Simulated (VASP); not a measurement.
# CdF2 (P1) in VASP: a series of runs

The runs below take CdF2 through single point, with PBE.

Everything below comes from runs of VASP 6.6.1. Logs are shortened: lines on timing, memory, paths and dates and some standing lists are left out, and cuts for length are marked.

**1. The crystal as given**

The typed cell holds 6 atoms: a = 3.847 Å, b = 3.828 Å, c = 5.312 Å, α = 89.77°, β = 90.36°, γ = 88.48°.

The cell was built by a generator and needn't be a form met in nature.

**2. Single point, PBE**

Input file INCAR:

```
SYSTEM = CdF2
ALGO = Normal ; EDIFF = 1E-6
ENCUT = 520 ; GGA = PE
ISIF = 2 ; ISMEAR = -1
LASPH = .TRUE. ; LCHARG = .FALSE.
LREAL = .FALSE. ; LWAVE = .FALSE.
NBANDS = 35 ; NELM = 80
PREC = Accurate ; SIGMA = 0.05
```

Input file KPOINTS:

```
k-points
0
G
  4 4 3
  0 0 0
```

Input file POSCAR:

```
CdF2
1.0
   -2.6837640000     -0.0119870000      2.7557480000
    2.6703420000      0.0078060000      2.7423260000
    0.0197930000      5.3117300000     -0.0041820000
Cd F
2 4
Direct
    0.9910968383      0.9667268320      0.9959962212
    0.4874924329      0.4404097375      0.4438954415
    0.0281127412      0.4993734147      0.2958702492
    0.4708393286      0.9823541715      0.7426886710
    0.9980136337      0.4797341262      0.7514209843
    0.5707031753     -0.0049260637      0.2179008481
```

Potentials or basis: VASP PAW PBE potentials, release 64 (Cd, F).

On the command line:

```
> cat potpaw_PBE.64/Cd/POTCAR potpaw_PBE.64/F/POTCAR > POTCAR
> mpirun -np 1 vasp_std > vasp.out
```

OUTCAR:

```text
SYSTEM = CdF2
   EDIFF = 1E-6
   ENCUT = 520
   GGA = PE
   ISIF = 2
   ISMEAR = -1
   LASPH = .TRUE.
   LREAL = .FALSE.
   NELM = 80
   PREC = Accurate

 ion  position               nearest neighbor table
   1  0.991  0.967  0.996-   6 2.01   5 2.28   4 2.29   5 2.35   3 2.39   4 2.40   6 2.52   3 2.60
                             2 3.55   2 3.57   2 3.61   2 3.70
   2  0.487  0.440  0.444-   3 1.94   6 2.11   3 2.24   4 2.36   6 2.46   5 2.50   5 2.55   4 2.62
                             1 3.55   1 3.57   1 3.61   1 3.70
   3  0.028  0.499  0.296-   2 1.94   2 2.24   1 2.39   1 2.60
   4  0.471  0.982  0.743-   1 2.29   2 2.36   1 2.40   2 2.62
   5  0.998  0.480  0.751-   1 2.28   1 2.35   2 2.50   2 2.55
   6  0.571  0.995  0.218-   1 2.01   2 2.11   2 2.46   1 2.52

  LATTYP: Found a triclinic cell.
 ALAT       =     3.8466712799
 B/A-ratio  =     1.3918941908
 C/A-ratio  =     3.1727352612
 COS(alpha) =     0.0012291194
 COS(beta)  =     0.6442735192
 COS(gamma) =     0.6994852315

  Lattice vectors:

 A1 = (   2.6837640000,   0.0119870000,  -2.7557480000)
 A2 = (   5.3541060000,   0.0197930000,  -0.0134220000)
 A3 = (   0.0070510000,  -5.3033680000, -10.9919660000)

Analysis of symmetry for initial positions (statically):
=====================================================================
 Subroutine PRICEL returns:
 Original cell was already a primitive cell.

 Routine SETGRP: Setting up the symmetry group for a
 triclinic supercell.

 Subroutine GETGRP returns: Found  1 space group operations
 (whereof  1 operations were pure point group operations)
 out of a pool of  2 trial point group operations.

The static configuration has the point symmetry C_1 .

Analysis of symmetry for dynamics (positions and initial velocities):
=====================================================================
 Subroutine PRICEL returns:
 Original cell was already a primitive cell.

 Routine SETGRP: Setting up the symmetry group for a
 triclinic supercell.

 Subroutine GETGRP returns: Found  1 space group operations
 (whereof  1 operations were pure point group operations)
 out of a pool of  2 trial point group operations.

The dynamic configuration has the point symmetry C_1 .

 Subroutine INISYM returns: Found  1 space group operations
 (whereof  1 operations are pure point group operations),
 and found     1 'primitive' translations

[... 103 lines left out ...]
   LREAL  =      F    real-space projection
   EDIFFG = 0.1E-04   stopping-criterion for IOM
   NSW    =      0    number of steps for IOM
   IBRION =     -1    ionic relax: 0-MD 1-quasi-New 2-CG
   NFREE  =      0    steps in history (QN), initial steepest desc. (CG)
   ISIF   =      2    stress and relaxation
   ISYM   =      2    0-nonsym 1-usesym 2-fastsym
   POTIM  = 0.5000    time-step for ionic-motion
   TEBEG  =    0.0;   TEEND  =   0.0 temperature during run
   PSTRESS=    0.0 pullay stress
   NELECT =      52.0000    total number of electrons
   NUPDOWN=      -1.0000    fix difference up-down
   EMIN   =  10.00;   EMAX   =-10.00  energy-range for DOS
   EFERMI =   0.00;   METHOD = LEGACY
   ISMEAR =    -1;   SIGMA  =   0.05  broadening in eV -4-tet -1-fermi 0-gaus
   EFERMI_NEDOS =   21; number of points for ismear=-14 and -15
   IALGO  =     38    algorithm
   IMIX   =      4    mixing-type and parameters
     AMIX     =   0.40;   BMIX     =  1.00
     AMIX_MAG =   1.60;   BMIX_MAG =  1.00
  volume/ion in A,a.u.               =      13.03        87.93
  Fermi-wavevector in a.u.,A,eV,Ry     =   1.429040  2.700494 27.785211  2.042155
  Thomas-Fermi vector in A             =   2.549037
   LORBIT       =      0    0 simple, 1 ext, 2 COOP (PROOUT), +10 PAW based schemes
   GGA     = PE    functional components
   LHFCALC =     F    Hartree Fock is set to
   AEXX    =    0.0000 exact exchange contribution
   IVDW    =     0    specifies the selected vdW correction
   LEPSILON=     F    determine dielectric tensor
   LRPA    =     F    only Hartree local field effects (RPA)
 non-spin polarized calculation
  energy-cutoff  :      520.00
  volume of cell :       78.18
 maximum number of plane-waves:      2113
 NGX is ok and might be reduce to    30
   NGX = 15   NGY = 15   NGZ = 19

 number of electron      52.0000013 magnetization

 Free energy of the ion-electron system (eV)
  ---------------------------------------------------
  ext. energy  EPLUGINS =         0.00000000
  ---------------------------------------------------
  free energy    TOTEN  =       -20.41706424 eV

  energy without entropy =      -20.41706424  energy(sigma->0) =      -20.41706424

 E-fermi :   0.3250     XC(G=0): -10.3916

 val. band max:       -0.8124190685   @ k =   0.5000   0.5000  -0.0000
 cond. band min:       1.7554085504   @ k =   0.0000   0.0000   0.0000
 fundamental gap:      2.5678276189
 Fermi energy:         0.3249678571

 k-point     1 :       0.0000    0.0000    0.0000
  band No.  band energies     occupation
      1     -22.9202      2.00000
      2     -22.3190      2.00000
      3     -21.0411      2.00000
      4     -20.3944      2.00000
      5      -7.5051      2.00000
      6      -7.2816      2.00000
[... 901 lines left out ...]
     34      13.6268      0.00000
     35      14.7426      0.00000

 [... further k-points ...]

------------------------ aborting loop because EDIFF is reached ----------------------------------------

  FORCE on cell =-STRESS in cart. coord.  units (eV):
  Direction    XX          YY          ZZ          XY          YZ          ZX
  --------------------------------------------------------------------------------------
  -------------------------------------------------------------------------------------
  Total        9.5327332      6.4808870      5.7753271      0.6215463      0.7409463     -3.4542474
  in kB      195.3589773    132.8159968    118.3566105     12.7376524     15.1845765    -70.7895872
  external PRESSURE =     148.8438615 kB  Pullay stress =       0.0000000 kB

 VOLUME and BASIS-vectors are now :
 -----------------------------------------------------------------------------
  energy-cutoff  :      520.00
  volume of cell :       78.18
      direct lattice vectors                 reciprocal lattice vectors
    -2.683764000 -0.011987000  2.755748000    -0.186320825  0.000837124  0.181427660
     2.670342000  0.007806000  2.742326000     0.187231690 -0.000554120  0.182338526
     0.019793000  5.311730000 -0.004182000    -0.000695622  0.188265285  0.000141468

 POSITION                                       TOTAL-FORCE (eV/Angst)
 -----------------------------------------------------------------------------------
     -0.05866      5.28613      5.37813        -1.244345     -2.414102      1.407662
     -0.12348      2.35545      2.54930        -1.432420      3.904815      2.741656
      1.26391      1.57514      1.44568         2.076646     -2.332162     -1.691298
      1.37430      3.94699      3.98834        -0.247489     -0.497525     -0.019433
     -1.38251      3.98313      4.06272         0.153716      0.589160     -0.394552
      1.12987      1.15836      4.30062         0.693893      0.749814     -2.044035
 -----------------------------------------------------------------------------------
    total drift:                                0.000135      0.001552      0.000989

  FREE ENERGIE OF THE ION-ELECTRON SYSTEM (eV)
  ---------------------------------------------------
  free  energy   TOTEN  =       -20.4170642370 eV

  energy  without entropy=      -20.4170642370  energy(sigma->0) =      -20.41706424
```

OSZICAR:

```text
N       E                     dE             d eps       ncg     rms          rms(c)
DAV:   1     0.466248092966E+03    0.46625E+03   -0.30016E+04  1820   0.152E+03
DAV:   2     0.339157152481E+01   -0.46286E+03   -0.44329E+03  1939   0.411E+02
DAV:   3    -0.238885122972E+02   -0.27280E+02   -0.27139E+02  2094   0.110E+02
DAV:   4    -0.240786037114E+02   -0.19009E+00   -0.19000E+00  1960   0.954E+00
DAV:   5    -0.240793057645E+02   -0.70205E-03   -0.70204E-03  1941   0.547E-01    0.175E+01
DAV:   6    -0.203646036643E+02    0.37147E+01   -0.90303E+00  2650   0.462E+01    0.124E+01
DAV:   7    -0.204626172128E+02   -0.98014E-01   -0.22155E+00  1868   0.114E+01    0.746E+00
DAV:   8    -0.204497874925E+02    0.12830E-01   -0.41512E-01  1892   0.514E+00    0.128E+00
DAV:   9    -0.204150294288E+02    0.34758E-01   -0.11268E-01  2280   0.377E+00    0.180E-01
DAV:  10    -0.204164716428E+02   -0.14422E-02   -0.11668E-02  1859   0.783E-01    0.175E-01
DAV:  11    -0.204169578963E+02   -0.48625E-03   -0.54859E-04  1862   0.220E-01    0.799E-02
DAV:  12    -0.204170523982E+02   -0.94502E-04   -0.15931E-04  1930   0.133E-01    0.166E-02
DAV:  13    -0.204170608722E+02   -0.84741E-05   -0.41387E-05  1942   0.472E-02    0.105E-02
DAV:  14    -0.204170638154E+02   -0.29432E-05   -0.40342E-06  1854   0.205E-02    0.574E-03
DAV:  15    -0.204170642370E+02   -0.42162E-06   -0.12359E-06  1316   0.106E-02
   1 F= -.20417064E+02 E0= -.20417064E+02  d E =-.301448E-10
```

stdout:

```text
POSCAR found type information on POSCAR CdF
 POSCAR found :  2 types and       6 ions
 scaLAPACK will be used
 LDA part: xc-table for (Slater+PW92), standard interpolation
 POSCAR, INCAR and KPOINTS ok, starting setup
 FFT: planning ... GRIDC
 FFT: planning ... GRID_SOFT
 FFT: planning ... GRID
 WAVECAR not read
 entering main loop
```

It took 57 s on 1 thread of Intel Xeon Platinum 8488C (Sapphire Rapids), shared host; peak memory 0.2 GiB.

Results:

* Free energy: -20.4171 eV
* Pressure: 14.9 GPa
* Largest force: 4.982 eV/Å
* Band gap on the k mesh: 2.57 eV, indirect (least direct gap 2.68 eV)

Forces in eV/Å, atoms in the order of the input:
```
Cd  -1.244 -2.414  1.408
Cd  -1.432  3.905  2.742
F    2.077 -2.332 -1.691
F   -0.247 -0.498 -0.019
F    0.154  0.589 -0.395
F    0.694  0.750 -2.044
```

Stress tensor (GPa, compression positive):
```
19.54  1.27 -7.08
 1.27 13.28  1.52
-7.08  1.52 11.84
```

Caveat: an odd mesh through Γ misses points on the zone boundary, where band edges often lie; forces of over 1 eV/Å show positions far from the minimum, so gaps and moduli don't describe the material at rest.

**3. Single point, PBE**

Input file INCAR:

```
SYSTEM = CdF2
ALGO = Fast
EDIFF = 1E-6
ENCUT = 520
GGA = PE
ISIF = 2
ISMEAR = -1
LASPH = .TRUE.
LCHARG = .FALSE.
LREAL = .FALSE.
LWAVE = .FALSE.
NBANDS = 35
NELM = 100
PREC = Accurate
SIGMA = 0.05
```

KPOINTS is that of step 2.

Input file POSCAR:

```
CdF2
1.0
   -2.6837640000     -0.0119870000      2.7557480000
    2.6703420000      0.0078060000      2.7423260000
    0.0197930000      5.3117300000     -0.0041820000
Cd F
2 4
Direct
    1.0005072064      0.9647891717      0.9978869287
    0.4915559365      0.4488760552      0.4523590910
   -0.0331340282      0.4986130839      0.2823032512
    0.4364804065      0.9939386092      0.7297220314
    1.0097435016      0.4670201241      0.7202448611
    0.5860323280     -0.0504712023      0.2281026610
```

Potentials or basis: VASP PAW PBE potentials, release 64 (Cd, F).

On the command line:

```
> cat potpaw_PBE.64/Cd/POTCAR potpaw_PBE.64/F/POTCAR > POTCAR
> mpirun -np 1 vasp_std > vasp.out
```

It took 54 s on 1 thread of Intel Xeon Platinum 8488C (Sapphire Rapids), shared host; peak memory 0.2 GiB.

It converged, with:

```
Free energy            : -20.4088 eV
Pressure               : 13.0 GPa
Largest force          : 3.145 eV/Å
Band gap on the k mesh : 2.46 eV, indirect (least direct gap 2.55 eV)
```

Forces on the atoms (eV/Å):
```
Cd  -0.818 -2.276  1.143
Cd   0.791  2.322 -0.671
F   -2.175 -2.022  1.037
F   -1.050  0.068  0.184
F    0.759  1.371 -0.298
F    2.494  0.537 -1.394
```

Stress tensor (GPa, compression positive):
```
16.93  2.01 -3.60
 2.01 11.52 -5.30
-3.60 -5.30 10.56
```

Levels at points of the mesh, in eV from the valence-band top:
```tsv
k point	band 23	band 24	band 25	band 26	band 27	band 28	band 29	band 30
(0.00, 0.00, 0.00)	-0.67	-0.46	-0.36	-0.09	2.46	7.69	8.62	11.22
(0.50, 0.00, 0.00)	-0.92	-0.77	-0.50	-0.40	5.91	6.59	9.54	10.59
(0.00, 0.50, 0.00)	-0.96	-0.59	-0.38	-0.34	5.68	6.18	9.20	10.32
(0.50, 0.50, 0.00)	-0.63	-0.26	-0.13	-0.02	6.98	7.96	8.69	8.79
```

Caveat: an odd mesh through Γ misses points on the zone boundary, where band edges often lie; forces of over 1 eV/Å show positions far from the minimum, so gaps and moduli don't describe the material at rest. Expect the measured gap to be larger: semilocal functionals such as PBE lack the derivative discontinuity.
